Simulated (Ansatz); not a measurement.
Ir, 1 atom in the cell. It takes space group Fm-3m (No. 225, cubic). Conventional cell: a = 3.831 Å, b = 3.831 Å, c = 3.831 Å, α = 90.00°, β = 90.00°, γ = 90.00°. Around Ir (site symmetry m-3m) lie 12 Ir at 2.71 Å. 

| Quantity | Value |
| --- | --- |
| Program | Ansatz 0.2.0 |
| Task | single point |
| Functional | PBE |
| Potentials or basis | all-electron LAPW, scalar-relativistic |
| Cutoff | 284 eV (chosen from the basis error) |
| Basis error allowed | 0.001 eV/atom |
| k mesh | 12 × 12 × 12 |
| Occupations | fermi-dirac, width 0.05 eV |
| Spin | no spin polarisation |

Potentials or basis: all-electron LAPW, scalar-relativistic.

Launch:

```bash
$ ansatz run input.yaml --threads 1 --pin off --max-ram 2560MiB --backend cpu --events-out ev --progress --plain --runs-dir out
```

Hardware: 1 thread of AMD EPYC 7R43 64-Core Processor (Zen 3) (shared host).

**Question.** How long does it take, and how much memory?

**Answer.** Run time: 8.9 s on 1 thread of AMD EPYC 7R43 64-Core Processor (Zen 3), with other jobs on the host, peak memory 0.32 GiB. Counts: scf iterations 6, plane waves 169, k points 72, bands 25.
